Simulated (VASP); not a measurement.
# HgSe (F-43m) in VASP: further runs

The runs below take HgSe through relaxation of cell and atoms, with BEEF-vdW, rev-vdW-DF2, vdW-DF-cx.

Everything below comes from runs of VASP 6.6.1. Logs are shortened: lines on timing, memory, paths and dates and some standing lists are left out, and cuts for length are marked.

### 1 Starting point

It takes space group F-43m (No. 216, cubic). Conventional cell: a = 6.078 Å, b = 6.078 Å, c = 6.078 Å, α = 90.00°, β = 90.00°, γ = 90.00°. Hg (site symmetry -43m) has 4 Se at 2.63 Å as nearest neighbours. Se (site symmetry -43m) is surrounded by 4 Hg at 2.63 Å.

### 2 Relaxation of cell and atoms, BEEF-vdW

The input, INCAR:

```
PREC = Accurate
ENCUT = 600
EDIFF = 1E-6
ISMEAR = -1
SIGMA = 0.05
LREAL = False
LASPH = True
NELM = 80
ALGO = Normal
ISIF = 3
LWAVE = False
LCHARG = False
GGA = BF
LUSE_VDW = True
ZAB_VDW = -1.8867
IBRION = 2
NSW = 40
EDIFFG = -0.005
```

The input, KPOINTS:

```
regular mesh
0
Gamma
  8 8 8
```

The input, POSCAR:

```
HgSe
1.0
    0.0000000000      3.0390000000      3.0390000000
    3.0390000000      0.0000000000      3.0390000000
    3.0390000000      3.0390000000      0.0000000000
Hg Se
1 1
Direct
    0.0000000000      0.0000000000      0.0000000000
    0.7500000000      0.7500000000      0.7500000000
```

Potentials or basis: VASP PAW PBE potentials, release 64 (Hg, Se).

Launch:

```sh
$ cat potpaw_PBE.64/Hg/POTCAR potpaw_PBE.64/Se/POTCAR > POTCAR
$ mpirun -np 1 vasp_std > vasp.out
```

OUTCAR:

```text
PREC = Accurate
   ENCUT = 600
   EDIFF = 1E-6
   ISMEAR = -1
   LREAL = False
   LASPH = True
   NELM = 80
   ISIF = 3
   GGA = BF
   IBRION = 2
   NSW = 40
   EDIFFG = -0.005

 ion  position               nearest neighbor table
   1  0.000  0.000  0.000-   2 2.63   2 2.63   2 2.63   2 2.63
   2  0.750  0.750  0.750-   1 2.63   1 2.63   1 2.63   1 2.63

  LATTYP: Found a face centered cubic cell.
 ALAT       =     6.0780000000

  Lattice vectors:

 A1 = (   0.0000000000,   3.0390000000,   3.0390000000)
 A2 = (   3.0390000000,   0.0000000000,   3.0390000000)
 A3 = (   3.0390000000,   3.0390000000,   0.0000000000)

Analysis of symmetry for initial positions (statically):
=====================================================================
 Subroutine PRICEL returns:
 Original cell was already a primitive cell.

 Routine SETGRP: Setting up the symmetry group for a
 face centered cubic supercell.

 Subroutine GETGRP returns: Found 24 space group operations
 (whereof 24 operations were pure point group operations)
 out of a pool of 48 trial point group operations.

The static configuration has the point symmetry T_d .

Analysis of symmetry for dynamics (positions and initial velocities):
=====================================================================
 Subroutine PRICEL returns:
 Original cell was already a primitive cell.

 Routine SETGRP: Setting up the symmetry group for a
 face centered cubic supercell.

 Subroutine GETGRP returns: Found 24 space group operations
 (whereof 24 operations were pure point group operations)
 out of a pool of 48 trial point group operations.

The dynamic configuration has the point symmetry T_d .

 Subroutine INISYM returns: Found 24 space group operations
 (whereof 24 operations are pure point group operations),
 and found     1 'primitive' translations

----------------------------------------------------------------------------------------

                                     Primitive cell

  volume of cell :      56.1335

  direct lattice vectors                    reciprocal lattice vectors
     0.000000000  3.039000000  3.039000000    -0.164527805  0.164527805  0.164527805
     3.039000000  0.000000000  3.039000000     0.164527805 -0.164527805  0.164527805
     3.039000000  3.039000000  0.000000000     0.164527805  0.164527805 -0.164527805

  length of vectors
     4.297795016  4.297795016  4.297795016     0.284970518  0.284970518  0.284970518

  position of ions in fractional coordinates (direct lattice)
     0.000000000  0.000000000  0.000000000
     0.750000000  0.750000000  0.750000000

  ion indices of the primitive-cell ions
   primitive index   ion index
                 1           1
                 2           2

----------------------------------------------------------------------------------------

 KPOINTS: regular mesh

Automatic generation of k-mesh.
 Grid dimensions read from file:
 generate k-points for:    8    8    8

 Generating k-lattice:

  Cartesian coordinates                     Fractional coordinates (reciprocal lattice)
    -0.020565976  0.020565976  0.020565976     0.125000000  0.000000000  0.000000000
     0.020565976 -0.020565976  0.020565976     0.000000000  0.125000000  0.000000000
     0.020565976  0.020565976 -0.020565976     0.000000000  0.000000000  0.125000000

  Length of vectors
     0.035621315  0.035621315  0.035621315

  Shift w.r.t. Gamma in fractional coordinates (k-lattice)
     0.000000000  0.000000000  0.000000000

 Subroutine IBZKPT returns following result:
 ===========================================

 Found     29 irreducible k-points:

 Following reciprocal coordinates:
            Coordinates               Weight
  0.000000  0.000000  0.000000      1.000000
  0.125000  0.000000  0.000000      8.000000
  0.250000  0.000000  0.000000      8.000000
  0.375000  0.000000  0.000000      8.000000
  0.500000  0.000000  0.000000      4.000000
  0.125000  0.125000  0.000000      6.000000
[... 16 lines left out ...]
  0.500000  0.250000  0.125000     48.000000
 -0.375000  0.250000  0.125000     24.000000
 [... further k-points ...]
   k-points           NKPTS =     29   k-points in BZ     NKDIM =     29   number of bands    NBANDS=     13
   number of dos      NEDOS =    301   number of ions     NIONS =      2
   total plane-waves  NPLWV =  46656
   dimension x,y,z NGX =    36 NGY =   36 NGZ =   36
   dimension x,y,z NGXF=    72 NGYF=   72 NGZF=   72
   ions per type =               1   1
   NGX,Y,Z   is equivalent  to a cutoff of  13.93, 13.93, 13.93 a.u.
   NGXF,Y,Z  is equivalent  to a cutoff of  27.85, 27.85, 27.85 a.u.
 SYSTEM =  unknown system
   PREC   = accura    normal or accurate (medium, high low for compatibility)
   ISTART =      0    job   : 0-new  1-cont  2-samecut
   ICHARG =      2    charge: 1-file 2-atom 10-const
   ISPIN  =      1    spin polarized calculation?
   LNONCOLLINEAR =      F non collinear calculations
   LSORBIT =      F    spin-orbit coupling
   LASPH  =      T    aspherical Exc in radial PAW
   ENCUT  =  600.0 eV  44.10 Ry    6.64 a.u.   8.58  8.58  8.58*2*pi/ulx,y,z
   NELM   =     80;   NELMIN=  2; NELMDL= -5     # of ELM steps
   EDIFF  = 0.1E-05   stopping-criterion for ELM
   LREAL  =      F    real-space projection
   EDIFFG = -.5E-02   stopping-criterion for IOM
   NSW    =     40    number of steps for IOM
   IBRION =      2    ionic relax: 0-MD 1-quasi-New 2-CG
   NFREE  =      1    steps in history (QN), initial steepest desc. (CG)
   ISIF   =      3    stress and relaxation
   ISYM   =      2    0-nonsym 1-usesym 2-fastsym
   POTIM  = 0.5000    time-step for ionic-motion
   TEBEG  =    0.0;   TEEND  =   0.0 temperature during run
   PSTRESS=    0.0 pullay stress
   NELECT =      18.0000    total number of electrons
   NUPDOWN=      -1.0000    fix difference up-down
   EMIN   =  10.00;   EMAX   =-10.00  energy-range for DOS
   EFERMI =   0.00;   METHOD = LEGACY
   ISMEAR =    -1;   SIGMA  =   0.05  broadening in eV -4-tet -1-fermi 0-gaus
   EFERMI_NEDOS =   21; number of points for ismear=-14 and -15
   IALGO  =     38    algorithm
   IMIX   =      4    mixing-type and parameters
     AMIX     =   0.40;   BMIX     =  1.00
     AMIX_MAG =   1.60;   BMIX_MAG =  1.00
  volume/ion in A,a.u.               =      28.07       189.40
  Fermi-wavevector in a.u.,A,eV,Ry     =   1.120534  2.117502 17.083421  1.255596
  Thomas-Fermi vector in A             =   2.257181
   LORBIT       =      0    0 simple, 1 ext, 2 COOP (PROOUT), +10 PAW based schemes
   GGA     = BF    functional components
   LHFCALC =     F    Hartree Fock is set to
   AEXX    =    0.0000 exact exchange contribution
   IVDW_NL    =     1    kernel type
   BPARAM     = 6.3000
   IVDW    =     0    specifies the selected vdW correction
   LEPSILON=     F    determine dielectric tensor
   LRPA    =     F    only Hartree local field effects (RPA)
 conjugate gradient relaxation of ions
 non-spin polarized calculation
  energy-cutoff  :      600.00
  volume of cell :       56.13
 maximum number of plane-waves:      1895
 NGX is ok and might be reduce to    36
   NGX = 17   NGY = 17   NGZ = 17

--------------------------------------- Ionic step        1  -------------------------------------------

 number of electron      17.9999998 magnetization

 Free energy of the ion-electron system (eV)
  ---------------------------------------------------
  ext. energy  EPLUGINS =         0.00000000
  ---------------------------------------------------
  free energy    TOTEN  =         0.55863203 eV

  energy without entropy =        0.55924675  energy(sigma->0) =        0.55893939

------------------------ aborting loop because EDIFF is reached ----------------------------------------

  FORCE on cell =-STRESS in cart. coord.  units (eV):
  Direction    XX          YY          ZZ          XY          YZ          ZX
  --------------------------------------------------------------------------------------
  -------------------------------------------------------------------------------------
  Total        2.3399035      2.3399035      2.3399035      0.0000000     -0.0000000     -0.0000000
  in kB       66.7861538     66.7861538     66.7861538      0.0000000     -0.0000000     -0.0000000
  external PRESSURE =      66.7861538 kB  Pullay stress =       0.0000000 kB
[... 137 lines left out ...]
Total vdW correction in eV:      3.1529807

--------------------------------------- Ionic step        5  -------------------------------------------

 number of electron      17.9999998 magnetization

 Free energy of the ion-electron system (eV)
  ---------------------------------------------------
  ext. energy  EPLUGINS =         0.00000000
  ---------------------------------------------------
  free energy    TOTEN  =         0.41805382 eV

  energy without entropy =        0.41877439  energy(sigma->0) =        0.41841411

 E-fermi :   0.4987     XC(G=0):  -8.5400

 val. band max:        0.4255606427   @ k =   0.0000   0.0000   0.0000
 cond. band min:       0.9906715070   @ k =   0.1250   0.0000   0.0000
 fundamental gap:      0.5651108642
 Fermi energy:         0.4986637537

 k-point     1 :       0.0000    0.0000    0.0000
  band No.  band energies     occupation
      1     -12.1900      2.00000
      2      -6.1611      2.00000
      3      -6.1611      2.00000
      4      -6.1611      2.00000
      5      -5.6542      2.00000
      6      -5.6542      2.00000
      7      -0.5781      2.00000
      8       0.4256      1.62370
      9       0.4256      1.62370
     10       0.4256      1.62370
     11       6.1637      0.00000
     12       6.1637      0.00000
     13       6.1637      0.00000
[... 353 lines left out ...]
 k-point    24 :      -0.3750    0.2500    0.1250
  band No.  band energies     occupation
      1     -11.8001      2.00000
      2      -5.9937      2.00000
      3      -5.9610      2.00000
      4      -5.6796      2.00000
      5      -5.6363      2.00000
      6      -5.3563      2.00000
      7      -4.0292      2.00000
      8      -1.4123      2.00000
      9      -0.7089      2.00000
     10       2.9037      0.00000
     11       5.9625      0.00000
     12       6.6810      0.00000
     13       8.0388      0.00000

 [... further k-points ...]
[... 5 lines left out ...]
  --------------------------------------------------------------------------------------
  -------------------------------------------------------------------------------------
  Total        0.0047459      0.0047459      0.0047459     -0.0000000      0.0000000     -0.0000000
  in kB        0.1190961      0.1190961      0.1190961     -0.0000000      0.0000000     -0.0000000
  external PRESSURE =       0.1190961 kB  Pullay stress =       0.0000000 kB
[... 17 lines left out ...]
  FREE ENERGIE OF THE ION-ELECTRON SYSTEM (eV)
  ---------------------------------------------------
  free  energy   TOTEN  =         0.4180538239 eV

  energy  without entropy=        0.4187743881  energy(sigma->0) =        0.41841411

Total vdW correction in eV:      3.1515176

 reached required accuracy - stopping structural energy minimisation
```

Run time: 6.4 min. Hardware: 1 thread of Intel Xeon Platinum 8259CL at 2.50GHz (Skylake/Cascade Lake), shared host; peak memory 0.47 GiB.

Results:

```yaml
Free_energy: 0.4181 eV
Relaxed_volume: 31.92 Å³/atom
Relaxed_cell: a = 4.486 Å, b = 4.486 Å, c = 4.486 Å, α = 60.00°, β = 60.00°, γ = 60.00°
Space_group_after_relaxing_to_0.05_Å: F-43m (No. 216)
Energy_gained_by_relaxing: 70.3 meV/atom
Ionic_steps: 5
Pressure_after_relaxing: 0.0 GPa
Band_gap_on_the_k_mesh: none (metal or under the smearing width)
```

The path:
| step | energy change (eV) | largest force (eV/Å) | pressure (GPa) | volume (Å³) |
| --- | --- | --- | --- | --- |
| 1 | 0.0000 | 0.0000 | 6.68 | 56.13 |
| 2 | -0.1313 | 0.0000 | -1.22 | 66.18 |
| 3 | -0.1406 | 0.0000 | 0.04 | 63.77 |
| 4 | -0.1406 | 0.0000 | -0.05 | 63.93 |
| 5 | -0.1406 | 0.0000 | 0.01 | 63.85 |

Final structure:
```yaml
crystal:
  lattice:
    - [0.00000, 3.17225, 3.17225]
    - [3.17225, 0.00000, 3.17225]
    - [3.17225, 3.17225, 0.00000]
  atoms:
    - { symbol: Hg, position: [0.00000, 0.00000, 0.00000] }
    - { symbol: Se, position: [0.75000, 0.75000, 0.75000] }
```

Levels at points of the mesh, in eV from the Fermi level:
```
           k point  band 7  band 8  band 9  band 10  band 11  band 12
(0.00, 0.00, 0.00)   -1.08   -0.07   -0.07    -0.07     5.67     5.67
(0.50, 0.00, 0.00)   -4.65   -0.80   -0.80     1.10     6.31     6.31
(0.50, 0.50, 0.00)   -4.49   -1.82   -1.82     2.61     3.32     8.23
```

Caveat: the PAW data sets were made with another functional, which shifts forces and pressure a little; the volume moved by +14 % from the deposited cell, more than functionals usually miss. The run has no spin-orbit coupling, so splittings on Hg are missing.

### 3 Relaxation of cell and atoms, rev-vdW-DF2

The input, INCAR:

```
  PREC = Accurate
  ENCUT = 600
  EDIFF = 1E-6
  ISMEAR = -1
  SIGMA = 0.05
  LREAL = F
  LASPH = T
  NELM = 60
  ALGO = Fast
  ISIF = 3
  LWAVE = F
  LCHARG = F
  GGA = MK
  LUSE_VDW = T
  AGGAC = 0.0
  PARAM1 = 0.1234
  PARAM2 = 0.711357
  ZAB_VDW = -1.8867
  IBRION = 2
  NSW = 40
  EDIFFG = -0.02
```

The input, KPOINTS:

```
Automatic mesh
0
Gamma
  8 8 8
```

POSCAR is that of step 2.

Potentials or basis: VASP PAW PBE potentials, release 64 (Hg, Se).

Launch:

```sh
$ cat potpaw_PBE.64/Hg/POTCAR potpaw_PBE.64/Se/POTCAR > POTCAR
$ mpirun -np 1 vasp_std > vasp.out
```

Run time: 4 min. Hardware: 1 thread of Intel Xeon Platinum 8259CL at 2.50GHz (Skylake/Cascade Lake), shared host; peak memory 0.47 GiB.

Results (log left out):

```yaml
Free_energy: -0.2192 eV
Relaxed_volume: 30.06 Å³/atom
Relaxed_cell: a = 4.397 Å, b = 4.397 Å, c = 4.397 Å, α = 60.00°, β = 60.00°, γ = 60.00°
Space_group_after_relaxing_to_0.05_Å: F-43m (No. 216)
Energy_gained_by_relaxing: 22.3 meV/atom
Ionic_steps: 3
Pressure_after_relaxing: 0.0 GPa
Band_gap_on_the_k_mesh: none (metal or under the smearing width)
```

Step by step:
```
step  energy change (eV)  largest force (eV/Å)  pressure (GPa)  volume (Å³)
   1              0.0000                0.0000            3.82        56.13
   2             -0.0387                0.0000           -1.17        61.75
   3             -0.0446                0.0000           -0.02        60.13
```

Final structure:
```
Hg Se
1.0
     0.00000    3.10945    3.10945
     3.10945    0.00000    3.10945
     3.10945    3.10945    0.00000
Hg Se
1 1
Direct
  0.00000 0.00000 0.00000
  0.75000 0.75000 0.75000
```

Levels at points of the mesh, in eV from the Fermi level:
| k point | band 5 | band 6 | band 7 | band 8 | band 9 | band 10 | band 11 | band 12 | band 13 |
| --- | --- | --- | --- | --- | --- | --- | --- | --- | --- |
| (0.00, 0.00, 0.00) | -6.23 | -6.23 | -1.21 | -0.06 | -0.06 | -0.06 | 5.46 | 5.46 | 5.46 |
| (0.50, 0.00, 0.00) | -6.19 | -5.96 | -5.16 | -0.92 | -0.92 | 0.94 | 6.15 | 6.15 | 6.62 |
| (0.50, 0.50, 0.00) | -6.13 | -5.93 | -4.85 | -2.10 | -2.10 | 2.57 | 2.94 | 8.08 | 9.36 |

Caveat: the PAW data sets were made with another functional, which shifts forces and pressure a little.

### 4 Relaxation of cell and atoms, vdW-DF-cx

The input, INCAR:

```
SYSTEM = HgSe
AGGAC = 0.0
ALGO = Normal
EDIFF = 1E-6
EDIFFG = -0.01
ENCUT = 600
GGA = CX
IBRION = 2
ISIF = 3
ISMEAR = -1
LASPH = .True.
LCHARG = .False.
LREAL = .False.
LUSE_VDW = .True.
LWAVE = .False.
NELM = 60
NSW = 60
PREC = Accurate
SIGMA = 0.05
```

The input, KPOINTS:

```
k-points
0
Gamma
  8 8 8
  0 0 0
```

POSCAR is that of step 3.

Launch:

```sh
$ cat potpaw_PBE.64/Hg/POTCAR potpaw_PBE.64/Se/POTCAR > POTCAR
$ mpirun -np 1 vasp_std > vasp.out
```

Run time: 3.9 min. Hardware: 1 thread of Intel Xeon Platinum 8259CL at 2.50GHz (Skylake/Cascade Lake), shared host; peak memory 0.47 GiB.

It converged, with:

```yaml
Free_energy: 0.1585 eV
Relaxed_volume: 29.44 Å³/atom
Relaxed_cell: a = 4.367 Å, b = 4.367 Å, c = 4.367 Å, α = 60.00°, β = 60.00°, γ = 60.00°
Space_group_after_relaxing_to_0.05_Å: F-43m (No. 216)
Energy_gained_by_relaxing: 10.9 meV/atom
Ionic_steps: 3
Pressure_after_relaxing: 0.0 GPa
Band_gap_on_the_k_mesh: none (metal or under the smearing width)
```

Step by step:
```
step  energy change (eV)  largest force (eV/Å)  pressure (GPa)  volume (Å³)
   1              0.0000                0.0000            2.66        56.13
   2             -0.0185                0.0000           -0.89        60.01
   3             -0.0217                0.0000            0.00        58.88
```

Final structure:
```cif
data_structure
_symmetry_space_group_name_H-M 'P 1'
_symmetry_Int_Tables_number 1
_cell_length_a 4.3667
_cell_length_b 4.3667
_cell_length_c 4.3667
_cell_angle_alpha 60.000
_cell_angle_beta 60.000
_cell_angle_gamma 60.000
_cell_volume 58.88
loop_
_atom_site_label
_atom_site_type_symbol
_atom_site_fract_x
_atom_site_fract_y
_atom_site_fract_z
_atom_site_occupancy
Hg1 Hg 0.00000 0.00000 0.00000 1
Se1 Se 0.75000 0.75000 0.75000 1
```

Levels at points of the mesh, in eV from the Fermi level:
| k point | band 7 | band 8 | band 9 | band 10 | band 11 | band 12 |
| --- | --- | --- | --- | --- | --- | --- |
| (0.00, 0.00, 0.00) | -1.15 | -0.06 | -0.06 | -0.06 | 5.43 | 5.43 |
| (0.50, 0.00, 0.00) | -5.30 | -0.95 | -0.95 | 0.97 | 6.15 | 6.15 |
| (0.50, 0.50, 0.00) | -4.95 | -2.19 | -2.19 | 2.62 | 2.95 | 8.23 |

Caveat: the PAW data sets were made with another functional, which shifts forces and pressure a little. The run has no spin-orbit coupling, so splittings on Hg are missing.

### 5 The reference run

An earlier run on the cell as given: functional PBEsol; potentials or basis VASP PAW PBE potentials, release 64 (Hg, Se); cutoff 520 eV; k mesh 8 × 8 × 8; occupations fermi-dirac, width 0.05 eV; no spin polarisation.

* Pressure: 1.8 GPa
* Band gap on the k mesh: none (metal or under the smearing width)

### 6 Overview

```tsv
task	level	cell	cutoff (eV)	ladder	gap on the mesh (eV)	pressure (GPa)	relaxed volume (Å³/atom)
relaxation of cell and atoms	BEEF-vdW	relaxed	600	-	none	0.0	31.92
relaxation of cell and atoms	rev-vdW-DF2	relaxed	600	-	none	0.0	30.06
relaxation of cell and atoms	vdW-DF-cx	relaxed	600	-	none	0.0	29.44
single point	PBEsol	as given	520	free	none	1.8	-
```

Alike in all rows: potentials or basis VASP PAW PBE potentials, release 64 (Hg, Se); no spin polarisation; k mesh 8 × 8 × 8; smearing fermi-dirac 0.05 eV.

Caveats: the PAW data sets were made with another functional, which shifts forces and pressure a little; the volume moved by +14 % from the deposited cell, more than functionals usually miss (some runs).

Total energies depend on the potentials used, so only differences within one code and one set of settings carry meaning.
